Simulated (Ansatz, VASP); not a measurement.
**One calculation of GaP, two programs**

The input INCAR:

```
PREC     = Accurate       # precision mode
ENCUT    = 520            # plane-wave cutoff, eV
EDIFF    = 1E-6           # SCF threshold, eV
ISMEAR   = -1             # smearing method
SIGMA    = 0.02           # smearing width, eV
LREAL    = False          # projectors in reciprocal space
LASPH    = True           # aspherical terms in the spheres
NELM     = 100            # most SCF steps
ALGO     = Normal         # electronic algorithm
ISIF     = 2              # what is computed and relaxed
LWAVE    = False          # write WAVECAR
LCHARG   = False          # write CHGCAR
GGA      = PE             # functional
NBANDS   = 16             # bands
```

The input KPOINTS:

```
Automatic mesh
0
Gamma
  8 8 8
```

Contents of POSCAR:

```
GaP
1.0
    0.0000000000      2.6341089668      2.7254102088
    2.6341089668      0.0000000000      2.7254102088
    2.6341089668      2.6341089668      0.0000000000
Ga P
1 1
Direct
    0.0000000000      0.0000000000      0.0000000000
    0.2500000000      0.2500000000      0.2500000000
```

Input for Ansatz:

```yaml
crystal:
  lattice:
    - [0.0, 2.6341089668, 2.7254102088]
    - [2.6341089668, 0.0, 2.7254102088]
    - [2.6341089668, 2.6341089668, 0.0]
  atoms:
    - { symbol: Ga, position: [0.0, 0.0, 0.0] }
    - { symbol: P, position: [0.25, 0.25, 0.25] }
kpoints:
  mp_grid: { grid: [8, 8, 8] }
  band_path:
    path:
      - [0.0, 0.0, 0.0]
      - [-0.5, -0.5, 0.0]
      - [-0.375, -0.375, 0.25]
      - [-0.375, 0.0, 0.375]
      - [0.0, 0.0, 0.5]
      - [-0.5, -0.25, 0.25]
      - [0.0, 0.427083, 0.427083]
    npoints: 1
hamiltonian:
  xc: pbe
scf:
  occupations: { method: fermi_dirac, width: 0.02 }
  n_extra_bands: 4
output:
  forces: true
  stress: true
  eigenvalues: true
```

Change from the starting cell: biaxial_xy strain -3.4%.

Alike in both runs: task single point; functional PBE; k mesh 8 × 8 × 8; occupations fermi-dirac, width 0.02 eV; no spin polarisation.

|  | VASP | Ansatz |
| --- | --- | --- |
| version | VASP 6.6.1 | Ansatz 0.2.0 |
| potentials or method | VASP PAW PBE potentials, release 64 (Ga_d, P) | plane waves, PAW |
| plane-wave cutoff (eV) | 520 | 420 |
| valence electrons in the cell | 18 | 18 |

|  | VASP | Ansatz | Ansatz less VASP |
| --- | --- | --- | --- |
| gap on the k mesh at the Fermi level (eV) | 1.35 | 1.35 | -0.001 |
| pressure (GPa) | 9.3 | 9.4 | +0.14 |
| largest component of the traceless stress (GPa) | 1.78 | 1.78 | -0.007 |

A k mesh can miss the band edges.
